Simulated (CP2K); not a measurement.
# MoS2 (P-3m1) in CP2K: reference runs

Aim: a first look at MoS2 with PBE, on the cell as given and on a disturbed one.

Everything below comes from runs of CP2K 2026.2. Logs are shortened: lines on timing, memory, paths and dates and some standing lists are left out, and cuts for length are marked.

## (1) The structure

The structure is trigonal, space group P-3m1 (No. 164). Conventional cell: a = 3.227 Å, b = 3.227 Å, c = 6.312 Å, α = 90.00°, β = 90.00°, γ = 120.00°. Mo (site symmetry -3m) is surrounded by 6 S at 2.42 Å. S (site symmetry 3m) has 3 Mo at 2.42 Å as nearest neighbours.

Measurements of this composition are mostly on another form, of space group No. 194.

## (2) Single point, PBE

File mos2_scf.inp:

```
&GLOBAL
  PROJECT mos2_scf
  RUN_TYPE ENERGY_FORCE
  PRINT_LEVEL LOW
&END GLOBAL
&FORCE_EVAL
  METHOD QS
  STRESS_TENSOR ANALYTICAL
  &DFT
    BASIS_SET_FILE_NAME BASIS_MOLOPT_UZH
    POTENTIAL_FILE_NAME POTENTIAL_UZH
    &MGRID
      CUTOFF 450
      REL_CUTOFF 60
      NGRIDS 4
    &END MGRID
    &QS
      METHOD GPW
      EPS_DEFAULT 1.0E-10
    &END QS
    &KPOINTS
      SCHEME MONKHORST-PACK 9 9 4
      GAMMA_CENTERED T
      SYMMETRY T
      SYMMETRY_BACKEND SPGLIB
    &END KPOINTS
    &SCF
      SCF_GUESS ATOMIC
      EPS_SCF 1.0E-6
      MAX_SCF 100
      ADDED_MOS 15
      CHOLESKY OFF
      EPS_EIGVAL 1.0E-7
      &DIAGONALIZATION ON
        ALGORITHM STANDARD
      &END DIAGONALIZATION
      &MIXING ON
        METHOD BROYDEN_MIXING
        ALPHA 0.4
        BETA 1.5
        NBUFFER 8
      &END MIXING
      &SMEAR ON
        METHOD FERMI_DIRAC
        ELECTRONIC_TEMPERATURE [K] 580.226
      &END SMEAR
    &END SCF
    &XC
      &XC_FUNCTIONAL PBE
      &END XC_FUNCTIONAL
    &END XC
    &PRINT
      &KPOINTS ON
      &END KPOINTS
      &MULLIKEN ON
      &END MULLIKEN
      &MO ON
        ENERGIES T
        OCCUPATION_NUMBERS T
        &EACH
          QS_SCF 0
        &END EACH
        ADD_LAST NUMERIC
      &END MO
      &LOWDIN ON
      &END LOWDIN
      &HIRSHFELD ON
        SHAPE_FUNCTION DENSITY
      &END HIRSHFELD
      &E_DENSITY_CUBE ON
        STRIDE 1
      &END E_DENSITY_CUBE
      &V_HARTREE_CUBE ON
        STRIDE 1
      &END V_HARTREE_CUBE
      &ELF_CUBE ON
        STRIDE 1
      &END ELF_CUBE
    &END PRINT
  &END DFT
  &SUBSYS
    &CELL
      A 3.2274645616 0.0000000000 0.0000000000
      B -1.6137322808 2.7950663001 0.0000000000
      C 0.0000000000 0.0000000000 6.3124734200
      PERIODIC XYZ
    &END CELL
    &COORD
      Mo  0.0000000000 0.0000000000 3.1562367100
      S   1.6137322810 0.9316887666 4.7007769989
      S   -0.0000000002 1.8633775335 1.6116964211
    &END COORD
    &KIND Mo
      BASIS_SET TZVP-MOLOPT-PBE-GTH-q14
      POTENTIAL GTH-PBE-q14
    &END KIND
    &KIND S
      BASIS_SET TZVP-MOLOPT-PBE-GTH-q6
      POTENTIAL GTH-PBE-q6
    &END KIND
    &PRINT
      &ATOMIC_COORDINATES ON
      &END ATOMIC_COORDINATES
      &CELL ON
      &END CELL
      &SYMMETRY ON
      &END SYMMETRY
    &END PRINT
  &END SUBSYS
  &PRINT
    &FORCES ON
    &END FORCES
    &STRESS_TENSOR ON
    &END STRESS_TENSOR
  &END PRINT
&END FORCE_EVAL
```

Potentials or basis: POTENTIAL_UZH Mo GTH-PBE-q14, S GTH-PBE-q6; TZVP-MOLOPT-PBE-GTH basis.

On the command line:

```bash
OMP_NUM_THREADS=1 cp2k.psmp -i mos2_scf.inp -o mos2_scf.out
```

mos2_scf.out:

```text

 CP2K| version string:                                       CP2K version 2026.2
 CP2K| Input file name                                              mos2_scf.inp

 GLOBAL| Force Environment number                                              1
 GLOBAL| Basis set file name                                    BASIS_MOLOPT_UZH
 GLOBAL| Potential file name                                       POTENTIAL_UZH
 GLOBAL| MM Potential file name                                     MM_POTENTIAL
 GLOBAL| Coordinate file name                                      __STD_INPUT__
 GLOBAL| Method name                                                        CP2K
 GLOBAL| Project name                                                   mos2_scf
 GLOBAL| Run type                                                   ENERGY_FORCE
 GLOBAL| FFT library                                                       FFTW3
 GLOBAL| Diagonalization library                                       ScaLAPACK
 GLOBAL| Cholesky decomposition library                                ScaLAPACK
 GLOBAL| DGEMM library                                                      BLAS
 GLOBAL| Direct generalized diagonalization requested                          F
 GLOBAL| Matrix multiplication library                                 ScaLAPACK
 GLOBAL| Global print level                                                  LOW
 GLOBAL| Total number of message passing processes                             1
 GLOBAL| Number of threads for this process                                    1
 GLOBAL| CPU model name           Intel(R) Xeon(R) Platinum 8259CL CPU @ 2.50GHz

 CELL| Volume [angstrom^3]:                                            56.944680
 CELL| Vector a [angstrom]:       3.227     0.000     0.000   |a| =     3.227465
 CELL| Vector b [angstrom]:      -1.614     2.795     0.000   |b| =     3.227465
 CELL| Vector c [angstrom]:       0.000     0.000     6.312   |c| =     6.312473
 CELL| Angle (b,c), alpha [degree]:                                    90.000000
 CELL| Angle (a,c), beta  [degree]:                                    90.000000
 CELL| Angle (a,b), gamma [degree]:                                   120.000000
 CELL| Numerically orthorhombic:                                              NO
 CELL| Periodicity                                                           XYZ

 CELL_REF| Volume [angstrom^3]:                                        56.944680
 CELL_REF| Vector a [angstrom     3.227     0.000     0.000   |a| =     3.227465
 CELL_REF| Vector b [angstrom    -1.614     2.795     0.000   |b| =     3.227465
 CELL_REF| Vector c [angstrom     0.000     0.000     6.312   |c| =     6.312473
 CELL_REF| Angle (b,c), alpha [degree]:                                90.000000
 CELL_REF| Angle (a,c), beta  [degree]:                                90.000000
 CELL_REF| Angle (a,b), gamma [degree]:                               120.000000
 CELL_REF| Numerically orthorhombic:                                          NO
 CELL_REF| Periodicity                                                       XYZ
[... 9 lines left out ...]
 TOTAL NUMBERS AND MAXIMUM NUMBERS

  Total number of            - Atomic kinds:                                   2
                             - Atoms:                                          3
                             - Shell sets:                                     3
                             - Shells:                                        25
                             - Primitive Cartesian functions:                 14
                             - Cartesian basis functions:                     77
                             - Spherical basis functions:                     69

  Maximum angular momentum of- Orbital basis functions:                        3
                             - Local part of the GTH pseudopotential:          2
                             - Non-local part of the GTH pseudopotential:      4

 MODULE QUICKSTEP: ATOMIC COORDINATES IN ANGSTROM

   Atom Kind Element         X             Y             Z       Z(eff)     Mass
      1    1 Mo   42      0.000000      0.000000      3.156237  14.0000  95.9600
      2    2 S    16      1.613732      0.931689      4.700777   6.0000  32.0650
      3    2 S    16     -0.000000      1.863378      1.611696   6.0000  32.0650

 Crystal Symmetry Information
       International Symbol:                                               P-3m1
       Point Group Symbol:                                                   -3m
       Schoenflies Symbol:                                                 D3d^3
       Number of Symmetry Operations:                                         12

 SCF PARAMETERS         Density guess:                                    ATOMIC
                        --------------------------------------------------------
                        max_scf:                                             100
                        max_scf_history:                                       0
                        max_diis:                                              4
[... 74 lines left out ...]

 Extrapolation method: initial_guess

 Number of electrons:                                                         26
 Number of occupied orbitals:                                                 13
 Number of molecular orbitals:                                                28

 Number of orbital functions:                                                 69
 Number of independent orbital functions:                                     69

 SCF WAVEFUNCTION OPTIMIZATION

  Step     Update method      Time    Convergence         Total energy    Change
  ------------------------------------------------------------------------------
     1 NoMix/Diag. 0.40E+00    3.2     0.87329473       -88.6818726498 -8.87E+01
     2 Broy./Diag. 0.40E+00    3.5     0.14409605       -89.9753749221 -1.29E+00
     3 Broy./Diag. 0.40E+00    3.5     0.11612366       -88.9813123406  9.94E-01
     4 Broy./Diag. 0.40E+00    3.5     0.04947013       -88.3074094847  6.74E-01
     5 Broy./Diag. 0.40E+00    3.6     0.03756578       -88.4990760589 -1.92E-01
     6 Broy./Diag. 0.40E+00    3.6     0.00733989       -88.2550766571  2.44E-01
     7 Broy./Diag. 0.40E+00    3.6     0.00293920       -88.2888070030 -3.37E-02
     8 Broy./Diag. 0.40E+00    3.6     0.00230127       -88.2896226896 -8.16E-04
     9 Broy./Diag. 0.40E+00    3.6     0.00067076       -88.3085712927 -1.89E-02
    10 Broy./Diag. 0.40E+00    3.5     0.00058782       -88.3118645210 -3.29E-03
    11 Broy./Diag. 0.40E+00    3.5     0.00023637       -88.3151562603 -3.29E-03
    12 Broy./Diag. 0.40E+00    3.5     0.00003980       -88.3137473471  1.41E-03
    13 Broy./Diag. 0.40E+00    3.6     0.00001076       -88.3134979506  2.49E-04
    14 Broy./Diag. 0.40E+00    3.6     0.00000848       -88.3134043414  9.36E-05
    15 Broy./Diag. 0.40E+00    3.7     0.00000060       -88.3134055112 -1.17E-06

  *** SCF run converged in    15 steps ***

  Electronic density on regular grids:        -25.9999999995        0.0000000005
  Core density on regular grids:               25.9999999980       -0.0000000020
  Total charge density on r-space grids:       -0.0000000015
  Total charge density g-space grids:          -0.0000000015

  Overlap energy of the core charge distribution:               0.00000000000370
  Self energy of the core charge distribution:               -176.12885582154041
  Core Hamiltonian energy:                                     39.73175779957046
  Hartree energy:                                              60.46778330043617
  Exchange-correlation energy:                                -12.38376204284158
  Electronic entropic energy:                                  -0.00032874609639
  Fermi energy:                                                 0.30038327038661

  Total energy:                                               -88.31340551119499
  Total energy (extrapolated to T->0):                        -88.31324113814679

 MO| EIGENVALUES AND OCCUPATION NUMBERS FOR K POINT 1
 MO|
 MO|  Index      Eigenvalue [a.u.]        Eigenvalue [eV]             Occupation
 MO|      1              -1.967214             -53.530616               2.000000
 MO|      2              -1.028284             -27.981028               2.000000
 MO|      3              -1.020221             -27.761621               2.000000
 MO|      4              -1.014452             -27.604634               2.000000
 MO|      5              -0.186001              -5.061354               2.000000
 MO|      6              -0.162419              -4.419646               2.000000
[... 462 lines left out ...]
 MO|     27               0.898817              24.458057               0.000000
 MO|     28               0.935514              25.456629               0.000000
 MO| Sum:                                                              26.000080
 MO| E(Fermi):            0.300383 a.u.          8.173844 eV

 [... the levels of further k-points ...]

 The electron density is written in Cube    file format to the file:

 mos2_scf-ELECTRON_DENSITY-1_0.cube

 !-----------------------------------------------------------------------------!
                     Mulliken Population Analysis

 #  Atom  Element  Kind  Atomic population                           Net charge
       1     Mo       1         14.279810                             -0.279810
       2     S        2          5.860095                              0.139905
       3     S        2          5.860095                              0.139905
 # Total charge                             26.000000                  0.000000

 !-----------------------------------------------------------------------------!

 !-----------------------------------------------------------------------------!
                           Hirshfeld Charges

  #Atom  Element  Kind  Ref Charge     Population                    Net charge
      1       Mo     1      14.000         13.748                         0.252
      2       S      2       6.000          6.126                        -0.126
      3       S      2       6.000          6.126                        -0.126

  Total Charge                                                            0.000
 !-----------------------------------------------------------------------------!

 LOWDIN POPULATION ANALYSIS

 #  Atom  Element  Kind  Atomic population                           Net charge
       1     Mo       1         15.736296                             -1.736296
       2     S        2          5.131852                              0.868148
       3     S        2          5.131852                              0.868148
 # Total charge                             26.000000                 -0.000000

               ----- ELF is computed on the real space grid -----

 ELF is written in Cube    file format to the file:

 mos2_scf-ELF_S1-1_0.cube

 ENERGY| Total FORCE_EVAL ( QS ) energy [hartree]            -88.313421075937626

 FORCES| Atomic forces [hartree/bohr]
 FORCES|   Atom     x               y               z               |f|
 FORCES|      1  1.86001092E-09 -6.36341828E-09  1.55461801E-09   6.80952054E-09
 FORCES|      2 -6.13336142E-10 -5.30678643E-08  8.50859318E-03   8.50859318E-03
 FORCES|      3 -1.24666829E-09  5.94312540E-08 -8.50859474E-03   8.50859474E-03
 FORCES| Sum     6.49594359E-15 -2.85980198E-14  1.01221288E-12
 FORCES| Total atomic force                                       1.01263763E-12

 STRESS| Analytical stress tensor [bar]
 STRESS|                        x                   y                   z
 STRESS|      x        1.35323052571E+04   7.08466230697E-02  -1.13054931650E-04
 STRESS|      y        7.08466230697E-02   1.35321880851E+04   2.70057448779E-01
 STRESS|      z       -1.13054931650E-04   2.70057448779E-01   4.06239154970E+04
 STRESS| 1/3 Trace                                             2.25628029464E+04
 STRESS| Determinant                                           7.43912046380E+12

 STRESS| Eigenvectors and eigenvalues of the analytical stress tensor [bar]
 STRESS|                        1                   2                   3
 STRESS| Eigenvalues   1.35321547365E+04   1.35323386030E+04   4.06239154997E+04
 STRESS|      x          -0.425868147563      0.904785234678     -0.000000004147
 STRESS|      y           0.904785234633      0.425868147542      0.000009968262
 STRESS|      z          -0.000009020903     -0.000004241413      0.999999999950
```

Wall time 74 s (1 thread of Intel Xeon Platinum 8259CL at 2.50GHz (Skylake/Cascade Lake), shared host); peak memory 0.39 GiB.

Results:

* Free energy: -2403.1304 eV
* Pressure: 2.3 GPa
* Largest force: 0.438 eV/Å
* Band gap on the k mesh: none (metal or under the smearing width)
* Mulliken charges: Mo -0.28; S +0.14 e
* Hirshfeld charges: Mo +0.25; S -0.13 e

Forces in eV/Å, atoms in the order of the input:
```
Mo   0.000  0.000  0.000
S    0.000  0.000  0.438
S    0.000  0.000 -0.438
```

Stress tensor (GPa, compression positive):
```
1.35 0.00 0.00
0.00 1.35 0.00
0.00 0.00 4.06
```

Levels at points of the mesh, in eV from the Fermi level:
| k point | band 10 | band 11 | band 12 | band 13 | band 14 | band 15 | band 16 | band 17 |
| --- | --- | --- | --- | --- | --- | --- | --- | --- |
| (0.00, 0.00, 0.00) | -1.85 | -1.05 | -0.96 | -0.96 | -0.34 | -0.34 | 3.21 | 3.21 |
| (0.00, 0.00, 0.50) | -3.58 | -0.97 | -0.97 | -0.41 | -0.41 | -0.06 | 3.37 | 3.37 |

Caveat: Mulliken charges move with the basis; this functional lacks dispersion, which binds the layers, so the pressure and a relaxed spacing across them are unreliable; the basis of atomic orbitals isn't converged, which shifts pressures, moduli and gaps.

(Part 1 of 2 ends here.)
